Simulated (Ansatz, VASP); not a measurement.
## V in VASP and in Ansatz

```
V
1.0
     0.00000    1.88571    1.88571
     1.88571    0.00000    1.88571
     1.88571    1.88571    0.00000
V
1
Direct
  0.00000 0.00000 0.00000
```

Alike in both runs: functional PBEsol; k mesh 14 × 14 × 14; occupations fermi-dirac, width 0.1 eV; no spin polarisation.

Ansatz relaxed the structure, and its values are those at the end. VASP's run is a single point on that final structure, the one shown.

```csv
,VASP,Ansatz
version,VASP 6.6.1,Ansatz 0.2.0
potentials or method,"VASP PAW PBE potentials, release 64 (V_sv)","plane waves (420 eV) with PAW, scalar-relativistic"
plane-wave cutoff (eV),520,420
valence electrons in the cell,13,13
```

|  | VASP | Ansatz | Ansatz less VASP |
| --- | --- | --- | --- |
| pressure (GPa) | 0.1 | 0.0 | -0.12 |

Ansatz warned: «pseudo_functional_mismatch».

Caveats: the PAW data sets were made with another functional, which shifts forces and pressure a little (VASP).
